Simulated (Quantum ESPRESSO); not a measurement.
## SrO: phonons at points of the zone under several settings

```xyz
2
Lattice="0.0000 2.5663 2.5663 2.5663 0.0000 2.5663 2.5663 2.5663 0.0000" Properties=species:S:1:pos:R:3 pbc="T T T"
Sr    2.5663    2.5663    2.5663
O     0.0000    0.0000    0.0000
```

All runs used Quantum ESPRESSO 7.5; potentials GBRV 1.5 LDA; k mesh 4 × 4 × 4, shifted; relaxed cell; no spin polarisation; cutoff 612 eV; occupations smeared at first, fixed for the response.

```csv
level,point,frequencies (cm⁻¹)
LDA,"Γ (0.000, 0.000, 0.000)",0 0 0 219 219 219
LDA,"L (0.500, 0.500, 0.500)",?
LDA,"K (0.375, 0.375, 0.750)",127 173 184 265 299 332
LDA,"W (0.500, 0.250, 0.750)",152 171 171 285 285 328
LDA,"X (0.500, 0.000, 0.500)",126 126 198 245 245 312
```

Q: What stands in the row left open?

A: Frequencies 111 111 235 287 287 437 cm⁻¹.
